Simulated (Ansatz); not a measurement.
# TiO2: the cost of one run

Computed with Ansatz 0.2.0 (DFT LDA, all-electron LAPW, scalar-relativistic unless said, unless a step's input says otherwise).

2 further runs of the same task are left out: 2 set aside as unsound or not needed. Runs told in other sessions of the task aren't counted.

**1. The structure to begin with**

The structure is tetragonal, space group I4_1/amd (No. 141). The conventional cell has a = 3.739 Å, b = 3.739 Å, c = 9.456 Å, α = 90.00°, β = 90.00°, γ = 90.00°. Around Ti (site symmetry -4m2) lie 6 O at 1.91 to 1.97 Å. Around O (site symmetry 2mm) lie 3 Ti at 1.91 to 1.97 Å.

Coordinates:

```
CELL_PARAMETERS angstrom
-1.86966 1.86966 4.72784
1.86966 -1.86966 4.72784
1.86966 1.86966 -4.72784
ATOMIC_POSITIONS crystal
Ti 0.00000 0.00000 0.00000
Ti 0.75000 0.25000 0.50000
O 0.20798 0.20798 0.00000
O 0.95798 0.45798 0.50000
O 0.54202 0.04202 0.50000
O 0.79202 0.79202 0.00000
```

Cartesian axes are those of the input's lattice vectors. The structure goes back to a database entry.

**2. Reference run, LAPW**

Contents of input.yaml:

```yaml
crystal:
  lattice:
    - [-1.86966204188, 1.86966204188, 4.72783889585]
    - [1.86966204188, -1.86966204188, 4.72783889585]
    - [1.86966204188, 1.86966204188, -4.72783889585]
  atoms:
    - { symbol: Ti, position: [0.0, 0.0, 0.0] }
    - { symbol: Ti, position: [0.75, 0.25, 0.5] }
    - { symbol: O, position: [0.207975849363, 0.207975849363, 0.0] }
    - { symbol: O, position: [0.957975849363, 0.457975849363, 0.5] }
    - { symbol: O, position: [0.542024150637, 0.042024150637, 0.5] }
    - { symbol: O, position: [0.792024150637, 0.792024150637, 0.0] }
kpoints:
  mp_grid: { grid: [8, 8, 8] }
scf:
  occupations: { method: fixed }
hamiltonian:
  xc: lda
  pseudopotentials: { kind: all_electron, lapw: { basis_error: 0.001 } }
elastic:
  mode: relaxed_ion
  stencil: two_point
  amplitude: 0.005
```

The run is started by

```bash
> ansatz run input.yaml --threads 2 --pin off --max-ram 6144MiB --backend cpu --events-out ev --progress --plain --runs-dir out
```

**Question.** How long does this run take on 2 threads of AMD EPYC 9R45 (Zen 5), shared host, and how much memory does it need?

About 13 min, with a peak of 1.7 GiB.
